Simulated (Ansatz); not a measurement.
# W (Im-3m) in Ansatz: further runs, part 2 of 2

Ansatz 0.2.0. The steps go on from the part before.

### 3 Relaxation of cell and atoms, BLYP

Input file input.yaml:

```yaml
crystal:
  lattice:
    - [-1.582345, 1.582345, 1.582345]
    - [1.582345, -1.582345, 1.582345]
    - [1.582345, 1.582345, -1.582345]
  atoms:
    - { symbol: W, position: [0.0, 0.0, 0.0] }
hamiltonian:
  xc: blyp
  pseudopotentials: { kind: paw }
kpoints:
  mp_grid: { grid: [12, 12, 12] }
scf:
  occupations: { method: fermi_dirac, width: 0.05 }
output:
  forces: true
  stress: true
  write_density: true
  write_potential: true
  elf: true
  volumetric_format: npy
relax:
  f_tol: 0.01
  max_steps: 40
  cell: { stress_tol: 0.05 }
```

Potentials or basis: Ansatz PAW.

Started as:

```console
$ ansatz run input.yaml --threads 2 --pin off --max-ram 5120MiB --backend cpu --events-out ev --progress --plain --runs-dir out
```

Log:

```text
Warning: RAYON_NUM_THREADS=2 ignored (pool sized by the plan → 2); use --threads N
Engine: ansatz 0.2.0, aarch64-unknown-linux-gnu
Pseudopotentials: kind: paw
Pseudopotential: W, paw, valence charge 14, recommended cutoff 420 eV (normal), W.paw.azcp
Functional definition: BLYP
  parameter beta = 0.0042
  parameter a = 0.04918
  parameter b = 0.132
  parameter c = 0.2533
  parameter d = 0.349
  exchange = b88_x(beta = beta)
  correlation = lyp_c(a = a, b = b, c = c, d = d)
Crystal: 1 atoms, lattice volume = 15.848 Å³
Basis set: ecut = 420 eV, 321 PW (Γ), exchange–correlation on 40×40×40 points (8 copies of the dense FFT grid, shifted against one another)
Bands: 11, of which v1, the nominal top of the filled ones, is band 7 counted from 1 (6 counted from 0)
Symmetry: 48 space group operations
Space group: Im-3m (ITA 229), of the structure as read, at distance tolerance 2.5e-5 Å
k-points: 72 of 1728
Non-local potential: W, projectors of the file, l = 0: 3, l = 1: 2, l = 2: 2, l = 3: 1
PAW form: soft (Blöchl's): semilocal exchange-correlation on the pseudo side does not see the compensation charge
PAW frozen core: W, regenerated for the run's functional, and the local potential with it (the file was generated under x = pbe(κ = 0.804, μ = 0.2195149727645171), c = pbe(β = 0.06672455060314922))
PAW one-centre angular grid: W, 590 points (default); XC on 64 Gauss nodes
Initial density: superposition of atomic densities (neutral atoms: chi_scale 0, normalization atom), corrected by the library's trained network
Initial wavefunctions: pseudopotential atomic-orbital guess
Functional: x = b88, c = lyp
SCF iter   1: F=—  HF=-10408.893157 eV  |F-HF|=—  |Δ(HF+E_count)|=         —  Δρ=1.18e-2  dr2=2.20e-2  ethr=1.77e-3  ⟨swp⟩=5.0  Hψ=4258  notcnv=0
preconditioner: auto → none  [metal: Δε(μ)=0.089 eV  Ē_g=8.956 eV  σ=0.050 eV  W_gap=0.42  n_scr=0 (ndim 8)  ℏωp=22.8 eV  f_vac=0.000  D(μ)=0.45/eV (n_scr^D=0)]
SCF iter   2: F=—  HF=-10408.885642 eV  |F-HF|=—  |Δ(HF+E_count)|=   7.52e-3  Δρ=3.75e-3  dr2=1.30e-3  ethr=1.57e-4  ⟨swp⟩=2.2  Hψ=1715  notcnv=0  defer=3
SCF iter   3: F=—  HF=-10408.885592 eV  |F-HF|=—  |Δ(HF+E_count)|=   5.04e-5  Δρ=1.10e-3  dr2=7.28e-5  ethr=9.26e-6  ⟨swp⟩=2.1  Hψ=928  notcnv=0  defer=3
SCF iter   4: F=—  HF=-10408.885611 eV  |F-HF|=—  |Δ(HF+E_count)|=   1.94e-5  Δρ=8.11e-5  dr2=4.11e-7  ethr=5.20e-7  ⟨swp⟩=2.1  Hψ=1301  notcnv=0  defer=3
iter 5 did not close the SCF: its close was put off for the readings that it lacked (scf_convergence_deferred on its scf_iter line)
SCF iter   5: F=-10408.885611 eV  HF=-10408.885611 eV  |F-HF|=2.72e-8  |Δ(HF+E_count)|=   2.13e-7  Δρ=1.60e-5  dr2=3.36e-8  ethr=2.93e-9  ⟨swp⟩=2.0  Hψ=1239  notcnv=0  defer=3
SCF iter   6: F=-10408.885611 eV  HF=-10408.885611 eV  |F-HF|=3.82e-10  |Δ(HF+E_count)|=   1.45e-8  Δρ=2.10e-6  dr2=5.42e-10  ethr=2.40e-10  ⟨swp⟩=5.3  Hψ=4089  notcnv=0
[... 42 lines left out ...]
SCF 5 converged in 4 iterations: F = -10408.924209 eV  dr2 = 2.95e-12
relax step   5: F+E_penalty+E_count = -10408.92420912 eV  Δ(F+E_penalty+E_count) = -2.466e-4 eV  max|allowed force component| = 0.000e0 eV/Å  Δτ_max = 0.0000 Å  P = +0.007 GPa  Ω = 16.680 Å³  stress off target by 6.94e-3 GPa  SCF on the basis re-selected at this cell (its energy is not comparable with the rows above)  (4 SCF iters)
basis re-selected at this cell: Δ(F+E_penalty+E_count) = -2.466e-4 eV, ΔP = -0.000 GPa vs the last step (what re-selecting the basis moved, of the pressure what is left beyond the Pulay correction that the steps carried, after the strain that the cell walked since its last selection, with what the two solves' SCF thresholds leave and, on support functions, any second-order correction that the steps lacked; it is no measure of the basis error at this ecutwfc). This SCF's stress stands 6.94e-3 GPa from its target on what of the cell is left free (relax.cell.stress_tol is 5.00e-2 GPa) and its largest allowed force component is 0.00e0 eV/Å (relax.f_tol is 1.00e-2 eV/Å): within both
SCF converged after 4 iterations
Free energy (F): -10408.924209 eV
Harris-Foulkes:  -10408.924209 eV  (|F-HF|=3.64e-12)
Internal energy: -10408.919128 eV  (E = F + TS)
E sigma→0 (E₀):  -10408.921669 eV
Entropy (-TS):   -0.005081 eV (-5.081 meV/atom)
Fermi energy:    21.793933 eV
--- Per-component energies (eV) ---
  E_band       = -91.403762
  E_kinetic    = 448.902807
  E_local      = -637.099773  (includes V_loc(G=0)·N_el)
  E_nonlocal   = 0.468670
  E_hartree    = 226.962420
  E_xc         = -262.502147
  E_vxc        = -233.126392  (∫ρ·V_xc dr)
  E_paw        = -8590.534296  (= ΣΔE_a)
  E_vpaw       = -124.473895  (= ΣTr[D̂ρ^β])
  E_aug_tail   = -0.000059  (compensation charges beyond the density's cutoff)
  E_ewald      = -1595.306756
  E_core_change = 0.190007  (= ΣΔE_core)
  E_smearing   = -0.005081  (= −TS)
  E_closure    = 0.000000  (closes the sum)
  Σ components = -10408.924209   (vs F -10408.924209, Δ=0.00e0)
--- Forces (eV/Å), atoms counted from 1 ---
  atom   1  W      0.00000000    -0.00000000     0.00000000
  max |Σ_I F_I| component: 5.75e-32 eV/Å
--- Stress (GPa, compression-positive) ---
        0.006941      -0.000000       0.000000
       -0.000000       0.006941       0.000000
        0.000000      -0.000000       0.006941
  P = ⅓ Tr σ = 0.0069 GPa (0.069 kbar)
--- Band table (eV; the first three rows and the last of 72) ---
  k-point 0: bands = ["-52.3187", "-16.0098", "-16.0098", "-16.0098", "12.6767", "20.6342", "20.6342", "20.6342", "23.9442", "23.9442", "36.4552"]
  k-point 1: bands = ["-52.3115", "-16.0878", "-16.0346", "-16.0100", "12.9913", "20.4542", "20.5939", "20.9373", "23.6787", "23.9498", "36.7005"]
  k-point 2: bands = ["-52.2919", "-16.2970", "-16.1018", "-16.0107", "13.8564", "19.9982", "20.3899", "21.8233", "23.3086", "23.9926", "37.0776"]
  k-point 71: bands = ["-52.1299", "-16.7806", "-16.7806", "-16.7806", "16.4921", "16.4921", "26.5552", "26.5552", "26.5552", "29.8815", "29.8815"]
--- Relaxed structure (4 steps of the walk, 3 accepted, 1 SCFs on fresh bases) ---
  F+E_penalty+E_count = -10408.92420912 eV   max|allowed force component| = 0.000e0 eV/Å   (the final SCF, on the basis selected at the relaxed cell)
  cell:  # Å, volume = 16.6802 Å³
    - [-1.6095837947139173, 1.6095837947139173, 1.6095837947139173]
    - [1.6095837947139173, -1.6095837947139173, 1.6095837947139173]
    - [1.6095837947139173, 1.6095837947139173, -1.6095837947139173]
  atoms:
    - { symbol: W, position: [0.0, 0.0, 0.0] }
```

rho_z.tsv:

```text
# z_ang	rho[e/angstrom^3]
# format = ansatz-planar-average/11
# lattice	-1.609583795	1.609583795	1.609583795
# lattice	1.609583795	-1.609583795	1.609583795
# lattice	1.609583795	1.609583795	-1.609583795
# sites	1
# site	74	0.000000000	0.000000000	0.000000000
0.000000	1.441432e0
0.139394	1.420060e0
0.278788	1.346159e0
0.418182	1.205800e0
0.557576	1.007741e0
0.696970	7.891620e-1
[... 12 lines left out ...]
2.509093	1.346159e0
2.648487	1.420060e0
```

Wall time 3.8 s (2 threads of Arm Neoverse N1, shared host); peak memory 0.28 GiB.

Results:

```yaml
Free_energy: -10408.9242 eV
Relaxed_volume: 16.68 Å³/atom
Relaxed_cell: a = 2.788 Å, b = 2.788 Å, c = 2.788 Å, α = 109.47°, β = 109.47°, γ = 109.47°
Space_group_after_relaxing_to_0.05_Å: Im-3m (No. 229)
Energy_gained_by_relaxing: 38.6 meV/atom
Ionic_steps: 4
Pressure_after_relaxing: 0.0 GPa
Band_gap_on_the_k_mesh: none (metal or under the smearing width)
```

The path:
```tsv
step	energy change (eV)	largest force (eV/Å)	volume (Å³)
1	0.0000	0.0000	15.85
2	-0.0375	0.0000	16.81
3	-0.0384	0.0000	16.68
4	-0.0386	0.0000	16.68
```

Final structure:
```
W
1.0
    -1.60958    1.60958    1.60958
     1.60958   -1.60958    1.60958
     1.60958    1.60958   -1.60958
W
1
Direct
  0.00000 0.00000 0.00000
```

Caveat: the plane-wave basis is chosen anew once the cell has moved, so the energies of steps on either side of that aren't comparable; the PAW data sets come from PBE, with cores solved anew for the run's functional, which leaves a small shift of forces and pressure. Zero-point motion and thermal expansion aren't in these numbers.

### 4 Relaxation of cell and atoms, r2SCAN+D3(BJ)

input.yaml, as its differences from that of step 3:

```diff
@@ -8,4 +8,5 @@
 hamiltonian:
-  xc: blyp
+  xc: r2scan
   pseudopotentials: { kind: paw }
+  dispersion: d3bj
 kpoints:
@@ -17,6 +18,2 @@
   stress: true
-  write_density: true
-  write_potential: true
-  elf: true
-  volumetric_format: npy
 relax:
```

Started as:

```console
$ ansatz run input.yaml --threads 2 --pin off --max-ram 5120MiB --backend cpu --events-out ev --progress --plain --runs-dir out
```

Run time: 6.5 s. Hardware: 2 threads of Arm Neoverse N1, shared host; peak memory 0.31 GiB.

It converged, with:

```
Free energy                            : -10397.6301 eV
Relaxed volume                         : 15.76 Å³/atom
Relaxed cell                           : a = 2.736 Å, b = 2.736 Å, c = 2.736 Å, α = 109.47°, β = 109.47°, γ = 109.47°
Space group after relaxing (to 0.05 Å) : Im-3m (No. 229)
Energy gained by relaxing              : 0.5 meV/atom
Ionic steps                            : 3
Pressure after relaxing                : 0.0 GPa
```

The path:
| step | energy change (eV) | largest force (eV/Å) | volume (Å³) |
| --- | --- | --- | --- |
| 1 | 0.0000 | 0.0000 | 15.85 |
| 2 | -0.0005 | 0.0000 | 15.76 |
| 3 | -0.0005 | 0.0000 | 15.76 |

Final structure:
```
W
1.0
    -1.57948    1.57948    1.57948
     1.57948   -1.57948    1.57948
     1.57948    1.57948   -1.57948
W
1
Direct
  0.00000 0.00000 0.00000
```

Caveat: the plane-wave basis is chosen anew once the cell has moved, so the energies of steps on either side of that aren't comparable; the PAW data sets come from PBE, with cores solved anew for the run's functional, which leaves a small shift of forces and pressure; the dispersion damping was fitted for another functional or another form of the correction. Spin-orbit coupling is left out, which matters for the levels of W.

### 5 Overview

```tsv
level	cutoff (eV)	gap on the mesh (eV)	pressure (GPa)	relaxed volume (Å³/atom)
PBE	420	none	0.0	16.15
BLYP	420	none	0.0	16.68
r2SCAN+D3(BJ)	500	-	0.0	15.76
```

Alike in all rows: task relaxation of cell and atoms; potentials or basis Ansatz PAW; no spin polarisation; cell relaxed; k mesh 12 × 12 × 12; smearing fermi-dirac 0.05 eV.

Caveats: the plane-wave basis is chosen anew once the cell has moved, so the energies of steps on either side of that aren't comparable; the PAW data sets come from PBE, with cores solved anew for the run's functional, which leaves a small shift of forces and pressure (some runs); the dispersion damping was fitted for another functional or another form of the correction (some runs).

Total energies depend on the potentials used, so only differences within one code and one set of settings carry meaning.
